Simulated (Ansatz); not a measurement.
**Os under changes of volume**

One of the cells (13.982 Å³/atom); the others are scaled copies at fixed shape and fractional positions:

```
Os
1.0
     2.73410    0.00000    0.00000
    -1.36705    2.36780    0.00000
     0.00000    0.00000    4.31970
Os
2
Cartesian
  1.3671 0.7893 3.2398
  0.0000 1.5785 1.0799
```

- Program: Ansatz 0.2.0
- Functional: LDA
- Potentials or basis: Ansatz PAW
- Cutoff: 420 eV (not typed: the program's choice for these potentials)
- k mesh: 11 × 11 × 6
- Occupations: fermi-dirac, width 0.05 eV
- Spin: no spin polarisation

```csv
volume (Å³/atom),energy over the lowest point (meV/atom),pressure (GPa)
13.143,?,?
13.423,8.19,9.7
13.703,0.00,0.0
13.982,7.81,-8.6
14.262,29.84,-16.3
14.542,64.51,-23.1
14.821,110.38,-29.2
```

What does the run at 13.143 Å³/atom give?

Energy over the lowest point 34.37 meV/atom; pressure 20.6 GPa.

Worked out: A Birch-Murnaghan fit of order 3 (a polynomial in V^(-2/3)) to the other rows has its minimum at 13.70 Å³/atom with B0 = V·E''(V) = 448 GPa and B' = 4.7 at fixed shape and positions, which overstates the stiffness. It gives 34.31 meV/atom at 13.143 Å³/atom, against the run's 34.37, and -dE/dV = 20.5 GPa, against 20.6.

Energies are extrapolated to zero smearing.

Caveats: the PAW data sets come from PBE, with cores solved anew for the run's functional, which leaves a small shift of forces and pressure.
